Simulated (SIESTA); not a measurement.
**HgTe (Coloradoite) under changes of volume**

One of the cells (33.215 Å³/atom); the others are scaled copies at fixed shape and fractional positions:

```xyz
2
Lattice="0.0000 3.2145 3.2145 3.2145 0.0000 3.2145 3.2145 3.2145 0.0000" Properties=species:S:1:pos:R:3 pbc="T T T"
Hg    0.0000    0.0000    0.0000
Te    4.8217    4.8217    4.8217
```

* Program: SIESTA 5.4.2
* Functional: PBE
* Potentials or basis: PseudoDojo 0.4 standard (PBE files)
* Basis: DZP (energy shift 0.003 Ry; two zetas on semicore shells)
* Grid cutoff: 800 Ry
* Energy shift: 0.003 Ry
* k mesh: 7 × 7 × 7
* Occupations: fermi-dirac, width 0.05 eV
* Spin: no spin polarisation

| volume (Å³/atom) | energy over the lowest point (meV/atom) | pressure (GPa) |
| --- | --- | --- |
| 31.223 | 135.61 | 9.7 |
| 31.887 | 98.91 | 8.0 |
| 32.551 | 68.90 | 6.5 |
| 33.215 | 44.38 | 5.3 |
| 33.880 | ? | ? |
| 34.544 | 9.96 | 3.0 |
| 35.208 | 0.00 | 2.1 |

Task: What does the run at 33.880 Å³/atom give?

Result: Energy over the lowest point 24.72 meV/atom; pressure 4.2 GPa.

Worked out: A Birch-Murnaghan fit of order 3 (a polynomial in V^(-2/3)) to the other rows has no minimum within the range. It gives 24.78 meV/atom at 33.880 Å³/atom, against the run's 24.72, and -dE/dV = 4.1 GPa, against 4.2.

Energies are extrapolated to zero smearing.

Caveats: short orbitals over semicore shells can move pressures by several GPa; the basis of atomic orbitals isn't converged, which shifts pressures, moduli and gaps.
